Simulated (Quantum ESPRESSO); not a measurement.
# GaN (F-43m) in Quantum ESPRESSO: further runs

Runs on GaN. Level: PBEsol. Tasks: single point.

All numbers are computed with Quantum ESPRESSO 7.5; they aren't measurements. Logs are shortened: lines on timing, memory, paths and dates and some standing lists are left out, and cuts for length are marked.

**What was measured.**

From a printed reference work, textbook, for a bulk crystal of GaN at 0 K: band gap 3.299 eV (direct).

The results are compared with them further down.

**1. Starting point**

It takes space group F-43m (No. 216, cubic). The conventional cell has a = 4.507 Å, b = 4.507 Å, c = 4.507 Å, α = 90.00°, β = 90.00°, γ = 90.00°. Ga (site symmetry -43m) is surrounded by 4 N at 1.95 Å. N (site symmetry -43m) is surrounded by 4 Ga at 1.95 Å.

The cell is a database's computed one.

**2. Single point, PBEsol**

Contents of scf.in:

```
&CONTROL
  calculation = 'scf'
  prefix = 'pwscf'
  outdir = './tmp'
  pseudo_dir = './pseudo'
/
&SYSTEM
  ibrav = 0
  nat = 2
  ntyp = 2
  ecutwfc = 84
  nbnd = 15
  occupations = 'smearing'
  smearing = 'fd'
  degauss = 0.00367493
  force_symmorphic = .true.
/
&ELECTRONS
  conv_thr = 4d-10
  electron_maxstep = 120
  mixing_beta = 0.5
/
ATOMIC_SPECIES
Ga    69.7230 Ga.upf
N     14.0070 N.upf
CELL_PARAMETERS angstrom
   0.0000000000    2.2535006075    2.2535006075
   2.2535006075    0.0000000000    2.2535006075
   2.2535006075    2.2535006075    0.0000000000
ATOMIC_POSITIONS crystal
Ga     0.0000000000    0.0000000000    0.0000000000
N      0.2500000000    0.2500000000    0.2500000000
K_POINTS automatic
12 12 12 0 0 0
```

Contents of nscf.in:

```
&CONTROL
  calculation = 'nscf'
  prefix = 'pwscf'
  outdir = './tmp'
  pseudo_dir = './pseudo'
/
&SYSTEM
  ibrav = 0
  nat = 2
  ntyp = 2
  ecutwfc = 84
  nbnd = 39
  occupations = 'fixed'
  force_symmorphic = .true.
/
&ELECTRONS
  conv_thr = 1d-08
  diago_full_acc = .true.
  diago_thr_init = 1d-06
/
ATOMIC_SPECIES
Ga    69.7230 Ga.upf
N     14.0070 N.upf
CELL_PARAMETERS angstrom
   0.0000000000    2.2535006075    2.2535006075
   2.2535006075    0.0000000000    2.2535006075
   2.2535006075    2.2535006075    0.0000000000
ATOMIC_POSITIONS crystal
Ga     0.0000000000    0.0000000000    0.0000000000
N      0.2500000000    0.2500000000    0.2500000000
K_POINTS automatic
12 12 12 0 0 0
```

Potentials or basis: PseudoDojo 0.4.1 SR PBEsol standard.

The run is started by

```sh
OMP_NUM_THREADS=1 pw.x -in scf.in > scf.out
OMP_NUM_THREADS=1 pw.x -in nscf.in > nscf.out
```

scf.out:

```text
This program is part of the open-source Quantum ESPRESSO suite
     for quantum simulation of materials; please cite
[... 9 lines left out ...]
     --------------------
     sticks:   dense  smooth     PW     G-vecs:    dense   smooth      PW
     Sum         847     847    253                16145    16145    2733

     Using Slab Decomposition

     bravais-lattice index     =            0
     lattice parameter (alat)  =       6.0224  a.u.
     unit-cell volume          =     154.4542 (a.u.)^3
     number of atoms/cell      =            2
     number of atomic types    =            2
     number of electrons       =        18.00
     number of Kohn-Sham states=           15
     kinetic-energy cutoff     =      84.0000  Ry
     charge density cutoff     =     336.0000  Ry
     scf convergence threshold =      4.0E-10
     mixing beta               =       0.5000
     number of iterations used =            8  plain     mixing
     Exchange-correlation= PBESOL
                           (   1   4  10   8   0   0   0)

     celldm(1)=   6.022427  celldm(2)=   0.000000  celldm(3)=   0.000000
     celldm(4)=   0.000000  celldm(5)=   0.000000  celldm(6)=   0.000000

     crystal axes: (cart. coord. in units of alat)
               a(1) = (   0.000000   0.707107   0.707107 )
               a(2) = (   0.707107   0.000000   0.707107 )
               a(3) = (   0.707107   0.707107   0.000000 )

     reciprocal axes: (cart. coord. in units 2 pi/alat)
               b(1) = ( -0.707107  0.707107  0.707107 )
               b(2) = (  0.707107 -0.707107  0.707107 )
               b(3) = (  0.707107  0.707107 -0.707107 )

     PseudoPot. # 1 for Ga read from file:
     Ga.upf
     Pseudo is Norm-conserving + core correction, Zval = 13.0
     Generated using ONCVPSP code by D. R. Hamann
     Using radial grid of 1902 points,  6 beta functions with:
                l(1) =   0
                l(2) =   0
                l(3) =   1
                l(4) =   1
                l(5) =   2
                l(6) =   2

     PseudoPot. # 2 for N  read from file:
     N.upf
     Pseudo is Norm-conserving + core correction, Zval =  5.0
     Generated using ONCVPSP code by D. R. Hamann
     Using radial grid of 1058 points,  4 beta functions with:
                l(1) =   0
                l(2) =   0
                l(3) =   1
                l(4) =   1

     atomic species   valence    mass     pseudopotential
     Ga               13.00    69.72300     Ga( 1.00)
     N                 5.00    14.00700     N ( 1.00)

     24 Sym. Ops. (no inversion) found

   Cartesian axes

     site n.     atom                  positions (alat units)
         1        Ga     tau(   1) = (   0.0000000   0.0000000   0.0000000  )
         2        N      tau(   2) = (   0.3535534   0.3535534   0.3535534  )

     number of k points=    72  Fermi-Dirac smearing, width (Ry)=  0.0037
                       cart. coord. in units 2pi/alat
        k(    1) = (   0.0000000   0.0000000   0.0000000), wk =   0.0011574
        k(    2) = (   0.0589256   0.0589256  -0.0589256), wk =   0.0092593
        k(    3) = (   0.1178511   0.1178511  -0.1178511), wk =   0.0092593
        k(    4) = (   0.1767767   0.1767767  -0.1767767), wk =   0.0092593
        k(    5) = (   0.2357023   0.2357023  -0.2357023), wk =   0.0092593
        k(    6) = (   0.2946278   0.2946278  -0.2946278), wk =   0.0092593
[... 64 lines left out ...]
        k(   71) = (  -0.7071068   0.2357023   0.0000000), wk =   0.0138889
        k(   72) = (  -0.7071068   0.3535534   0.0000000), wk =   0.0069444

     Dense  grid:    16145 G-vectors     FFT dimensions: (  36,  36,  36)

     Initial potential from superposition of free atoms

     starting charge      17.9975, renormalised to      18.0000
     Starting wfcs are   13 randomized atomic wfcs +    2 random wfcs

     Self-consistent Calculation

     iteration #  1     ecut=    84.00 Ry     beta= 0.50
     Davidson diagonalization with overlap
     ethr =  1.00E-02,  avg # of iterations =  5.1

     total energy              =    -173.30574524 Ry
     estimated scf accuracy    <       0.47277143 Ry

     iteration #  2     ecut=    84.00 Ry     beta= 0.50
     Davidson diagonalization with overlap
     ethr =  2.63E-03,  avg # of iterations =  2.0

     total energy              =    -173.44428212 Ry
     estimated scf accuracy    <       0.09460896 Ry

     iteration #  3     ecut=    84.00 Ry     beta= 0.50
     Davidson diagonalization with overlap
     ethr =  5.26E-04,  avg # of iterations =  2.4

     negative rho (up, down):  2.338E-07 0.000E+00

     total energy              =    -173.46037658 Ry
     estimated scf accuracy    <       0.00295917 Ry

     iteration #  4     ecut=    84.00 Ry     beta= 0.50
     Davidson diagonalization with overlap
     ethr =  1.64E-05,  avg # of iterations =  4.0

     total energy              =    -173.46064404 Ry
     estimated scf accuracy    <       0.00028988 Ry

     iteration #  5     ecut=    84.00 Ry     beta= 0.50
     Davidson diagonalization with overlap
     ethr =  1.61E-06,  avg # of iterations =  2.5

     total energy              =    -173.46066048 Ry
     estimated scf accuracy    <       0.00001571 Ry

     iteration #  6     ecut=    84.00 Ry     beta= 0.50
     Davidson diagonalization with overlap
     ethr =  8.73E-08,  avg # of iterations =  2.1
[... 8 lines left out ...]
     total energy              =    -173.46066523 Ry
     estimated scf accuracy    <       0.00000040 Ry

     iteration #  8     ecut=    84.00 Ry     beta= 0.50
     Davidson diagonalization with overlap
     ethr =  2.25E-09,  avg # of iterations =  2.0

     total energy              =    -173.46066527 Ry
     estimated scf accuracy    <       0.00000002 Ry

     iteration #  9     ecut=    84.00 Ry     beta= 0.50
     Davidson diagonalization with overlap
     ethr =  8.36E-11,  avg # of iterations =  2.6

     End of self-consistent calculation

          k = 0.0000 0.0000 0.0000 (  1989 PWs)   bands (ev):

    -5.4498  -3.0922  -3.0922  -3.0922  -2.7794  -2.7794  10.4554  10.4554
    10.4554  12.1606  20.7018  20.7018  20.7018  27.8439  29.1281

          k = 0.0589 0.0589-0.0589 (  2016 PWs)   bands (ev):

    -5.3723  -3.0826  -3.0826  -3.0652  -2.7804  -2.7804   9.6200  10.3795
    10.3795  12.8239  20.3286  20.8201  20.8201  28.0610  28.0617

          k = 0.1179 0.1179-0.1179 (  2007 PWs)   bands (ev):

    -5.1667  -3.0586  -3.0586  -2.9602  -2.7808  -2.7808   8.1595  10.1819
    10.1819  13.7655  19.6405  21.0583  21.0583  27.2041  27.2051

          k = 0.1768 0.1768-0.1768 (  2000 PWs)   bands (ev):

    -4.9133  -3.0321  -3.0321  -2.7744  -2.7744  -2.7116   6.5759   9.9311
     9.9311  14.4847  19.1574  21.1568  21.1568  26.2818  27.1705
[... 103 lines left out ...]
    -4.5580  -2.9995  -2.9645  -2.7742  -2.7717  -1.6647   4.4862   7.8913
     9.4347  16.3639  18.0992  20.2618  21.5171  27.3772  27.4810

          k =-0.0589-0.2946 0.2946 (  2002 PWs)   bands (ev):

    -4.6633  -3.0029  -2.9853  -2.7959  -2.7824  -2.1816   5.6054   8.1192
     9.7605  15.9627  18.6235  19.9515  21.5462  26.0713  27.6235

          k = 0.0000-0.2357 0.2357 (  2003 PWs)   bands (ev):

    -4.8364  -3.0167  -3.0153  -2.8048  -2.8009  -2.5787   6.7113   8.7001
    10.0484  15.2093  19.0457  20.2646  21.4431  25.5769  27.1595

          k = 0.3536 0.0000 0.0000 (  2020 PWs)   bands (ev):

    -4.7626  -2.9513  -2.9513  -2.9297  -2.7415  -2.5688   7.0156   8.9549
     8.9549  14.9762  17.7926  21.9185  22.3802  22.3802  31.6801

          k = 0.4125 0.0589-0.0589 (  2007 PWs)   bands (ev):

    -4.6263  -2.9545  -2.9175  -2.9031  -2.7310  -2.2632   6.1980   8.5319
     8.6608  15.1100  17.6590  21.1054  22.7065  23.3172  31.7997

          k = 0.4714 0.1179-0.1179 (  2014 PWs)   bands (ev):

    -4.5278  -2.9678  -2.8991  -2.8744  -2.7226  -1.7867   5.2526   7.9276
     8.5106  15.3879  17.8743  20.6586  22.7459  24.1469  31.9139

          k =-0.1768-0.5303 0.5303 (  2008 PWs)   bands (ev):

    -4.4769  -2.9797  -2.8950  -2.8445  -2.7256  -1.2913   4.4665   7.3142
     8.5326  15.7546  18.0801  20.6956  22.5750  24.6711  31.4415
[... 43 lines left out ...]
    -4.4437  -2.9992  -2.8141  -2.8141  -2.7086  -1.3422   4.7332   7.8852
     7.8852  13.9650  17.1382  21.7963  24.0228  24.0228  32.3264

          k =-0.0589-0.6482 0.6482 (  2016 PWs)   bands (ev):

    -4.4239  -3.0024  -2.8096  -2.8032  -2.7091  -1.0590   4.4348   7.4571
     7.8329  14.0626  17.2752  21.8856  24.0902  24.1024  32.3586

          k = 0.0000-0.5893 0.5893 (  2018 PWs)   bands (ev):

    -4.4190  -2.9899  -2.8286  -2.8131  -2.7221  -0.8893   4.4420   6.7134
     7.9789  14.6404  17.7952  21.7897  23.7618  23.8087  32.8323

          k =-0.7071 0.0000 0.0000 (  2044 PWs)   bands (ev):

    -4.4184  -3.0129  -2.7914  -2.7914  -2.7035  -1.0094   4.2830   7.7317
     7.7317  13.7048  17.0380  22.0343  24.3222  24.3222  32.0767

          k = 0.2357 0.1179 0.0000 (  2004 PWs)   bands (ev):

    -5.0083  -3.0364  -3.0230  -2.9011  -2.7804  -2.7471   7.7040   9.3757
     9.9739  14.5183  18.9946  21.0048  21.4657  24.5027  28.3441

          k = 0.2946 0.1768-0.0589 (  2004 PWs)   bands (ev):

    -4.7982  -3.0139  -2.9968  -2.8386  -2.7622  -2.5361   6.5037   8.8514
     9.7581  15.2557  18.6912  20.4690  21.6679  24.7919  28.2839

          k = 0.3536 0.2357-0.1179 (  2003 PWs)   bands (ev):

    -4.6363  -3.0021  -2.9776  -2.8135  -2.7477  -2.0852   5.1930   8.5267
     9.4693  15.7926  18.4536  20.2342  21.6236  25.6258  28.4224

          k =-0.2946-0.4125 0.5303 (  2011 PWs)   bands (ev):

    -4.5506  -3.0005  -2.9684  -2.7859  -2.7388  -1.5641   4.1041   8.3671
     9.2236  16.0734  18.1603  20.4624  21.4903  26.4592  28.7315

          k =-0.2357-0.3536 0.4714 (  2014 PWs)   bands (ev):

    -4.5257  -3.0012  -2.9662  -2.7708  -2.7382  -1.3070   3.6512   8.3235
     9.1255  16.1590  18.0246  20.6295  21.4324  26.7949  29.0555

          k = 0.3536 0.1179 0.0000 (  2013 PWs)   bands (ev):

    -4.7289  -2.9797  -2.9635  -2.8854  -2.7441  -2.4653   6.5907   8.6450
     9.2127  15.3106  18.0356  20.8076  22.2746  23.5862  30.2229

          k = 0.4125 0.1768-0.0589 (  2008 PWs)   bands (ev):

    -4.5931  -2.9733  -2.9443  -2.8616  -2.7367  -2.0440   5.6070   8.0879
     8.9350  15.7977  18.0257  20.2262  22.4082  24.3660  30.3634

          k =-0.2357-0.4714 0.5893 (  2008 PWs)   bands (ev):

    -4.5126  -2.9817  -2.9291  -2.8329  -2.7331  -1.5252   4.6351   7.6882
     8.6989  16.2208  17.9793  20.2270  22.2930  25.1467  30.2695

          k =-0.1768-0.4125 0.5303 (  2012 PWs)   bands (ev):

    -4.4816  -2.9893  -2.9242  -2.8066  -2.7408  -1.1600   4.0505   7.4016
     8.6654  16.6327  17.7077  20.5088  22.1336  25.7845  29.5455
[... 43 lines left out ...]
    -4.4417  -2.9860  -2.8506  -2.8112  -2.7153  -1.2465   4.7326   7.5755
     7.7534  14.5441  17.5163  21.4835  23.4769  24.2691  32.5821

          k =-0.0589-0.5303 0.6482 (  2008 PWs)   bands (ev):

    -4.4230  -2.9804  -2.8630  -2.8003  -2.7262  -0.9323   4.5364   6.8596
     7.7165  15.0259  17.9449  21.5100  22.8948  24.5641  32.0054

          k =-0.0000-0.4714 0.5893 (  2000 PWs)   bands (ev):

    -4.4233  -2.9743  -2.8755  -2.8055  -2.7453  -0.8199   4.5853   6.2199
     7.9625  15.6835  18.3541  21.2522  22.4878  24.6678  30.4661

          k =-0.7071 0.1179-0.0000 (  2014 PWs)   bands (ev):

    -4.4174  -2.9987  -2.8264  -2.7902  -2.7136  -0.9364   4.3705   7.4583
     7.4877  14.3048  17.4460  21.9184  23.4844  24.5297  32.5055

          k =-0.2357-0.4714 0.7071 (  2012 PWs)   bands (ev):

    -4.5082  -2.9598  -2.9390  -2.8351  -2.7427  -1.5915   5.1128   7.2846
     8.5773  16.3285  18.0556  19.8396  22.6344  24.8784  30.1547

          k =-0.1768-0.4125 0.6482 (  2012 PWs)   bands (ev):

    -4.4601  -2.9694  -2.9185  -2.8102  -2.7510  -1.1466   4.6143   6.8273
     8.2110  16.7338  18.0269  20.0137  22.5163  25.3933  29.4311

          k =-0.1179-0.3536 0.5893 (  2012 PWs)   bands (ev):

    -4.4452  -2.9744  -2.9088  -2.8002  -2.7559  -0.9481   4.3787   6.7006
     8.0579  16.8875  17.9367  20.3200  22.3609  25.5365  29.1497

          k =-0.1179-0.4714 0.7071 (  2016 PWs)   bands (ev):

    -4.4363  -2.9591  -2.9101  -2.8007  -2.7389  -1.0347   4.7075   6.9194
     7.5989  15.8732  18.2731  20.5299  22.6186  24.9655  30.6817

          k =-0.0589-0.4125 0.6482 (  2001 PWs)   bands (ev):

    -4.4220  -2.9597  -2.9090  -2.7865  -2.7551  -0.8066   4.6422   6.4788
     7.4233  16.3578  18.5450  20.6047  22.0140  25.3482  29.8035

          k = 0.0000-0.3536 0.5893 (  2010 PWs)   bands (ev):

    -4.4296  -2.9634  -2.9106  -2.7844  -2.7671  -0.8574   4.6612   6.3405
     7.7049  16.7204  18.4180  20.2511  22.1941  25.5033  29.2066

          k =-0.7071 0.2357 0.0000 (  2002 PWs)   bands (ev):

    -4.4153  -2.9673  -2.8906  -2.7846  -2.7397  -0.7932   4.5843   6.9847
     6.9870  15.6643  18.3213  21.6217  21.7443  25.1264  30.9215

          k =-0.7071 0.3536 0.0000 (  1984 PWs)   bands (ev):

    -4.4142  -2.9494  -2.9203  -2.7690  -2.7678  -0.7222   4.7231   6.7154
     6.7729  16.5877  18.8210  20.6608  21.4117  25.6305  29.6068

     the Fermi energy is    11.3512 ev

!    total energy              =    -173.46066528 Ry
     estimated scf accuracy    <          1.5E-10 Ry
     smearing contrib. (-TS)   =      -0.00000000 Ry
     internal energy E=F+TS    =    -173.46066528 Ry

     The total energy is F=E-TS. E is the sum of the following terms:
     one-electron contribution =     -52.75720080 Ry
     hartree contribution      =      43.55902662 Ry
     xc contribution           =     -47.58817398 Ry
     ewald contribution        =    -116.67431711 Ry

     convergence has been achieved in   9 iterations

=------------------------------------------------------------------------------=
   JOB DONE.
=------------------------------------------------------------------------------=
```

It used 100 s of CPU time on 1 thread of Intel(R) Xeon(R) Processor @ 2.50GHz (Skylake/Cascade Lake), with other jobs on the host, which was overloaded at the time.

Results:

| Quantity | Value |
| --- | --- |
| Band gap on the k mesh, mean-field level | 1.71 eV, direct |

(Part 1 of 2 ends here.)
